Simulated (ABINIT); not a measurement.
Ti, 2 atoms in the cell. It takes space group P6_3/mmc (No. 194, hexagonal). The conventional cell has a = 2.950 Å, b = 2.950 Å, c = 4.680 Å, α = 90.00°, β = 90.00°, γ = 120.00°. Around Ti (site symmetry -6m2) lie 12 Ti at 2.89 to 2.95 Å. 

* Program: ABINIT 10.8.3 (patched build)
* Task: relaxation of cell and atoms
* Functional: LDA
* Potentials or basis: JTH PAW LDA v2.0
* Cutoff: 408 eV
* k mesh: 10 × 10 × 6
* Occupations: fermi-dirac, width 0.05 eV
* Spin: no spin polarisation
* Target pressure: 20 GPa
* Cell freedom (optcell): 2
* Cutoff smearing ecutsm (Ha): 0.5
* Optimiser (ionmov): 2
* Force stop (Ha/bohr): 0.0005
* Fine-grid cutoff: 816.342 eV

Potentials or basis: JTH PAW LDA v2.0.

Command:

```sh
$ abinit run.abi > log 2>&1
```

Hardware: 1 thread of Arm Neoverse V1 (shared host).

Problem. How long does it take, and how much memory?

Solution. It took 2.4 min on 1 thread of Arm Neoverse V1, with other jobs on the host, peak memory 0.11 GiB. Counts: scf iterations 65, mpi ranks 1, k points 56, bands 16, plane waves 846, ion steps 8.
